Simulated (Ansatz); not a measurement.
The cell is SnTe built on the rocksalt prototype; cell and atoms were relaxed with r2SCAN. The symmetry is Fm-3m (No. 225, cubic); conventional cell a = 6.379 Å, 32.44 Å³ an atom. Sn is surrounded by 6 Te at 3.19 Å; Te is surrounded by 6 Sn at 3.19 Å.

The questions ask for values computed with the plane-wave code Ansatz on this geometry. Non-magnetic throughout; all numbers are computed.

Q: What gap does r2SCAN give, and where are the band edges?

A: r2SCAN gives a direct gap of 0.15 eV at L.

Q: Estimate the gap with PBE on 8×8×8.

A: The PBE gap is direct at L: 0.01 eV. (With 0.02 eV of smearing so small a gap leaves both edges partly filled, and it could close between the points sampled.) The gap differs by -0.14 eV from r2SCAN's.

Q: How does the gap change from r2SCAN to PBE+SOC (8×8×8)?

A: With PBE+SOC the gap is 0.15 eV and direct, at L. Spin-orbit coupling itself accounts for +0.14 eV, but from so small a gap the bands have probably crossed and parted again, inverted. The gap differs by 0.00 eV from r2SCAN's.

Q: How does the gap change from r2SCAN to HSE06 (6×6×6)?

A: HSE06 gives a direct gap of 0.25 eV at L. The gap differs by +0.10 eV from r2SCAN's.

Q: What do these levels agree on?

A: All these functionals give a gap of the same kind, direct.

Only the levels marked +SOC include spin-orbit coupling.
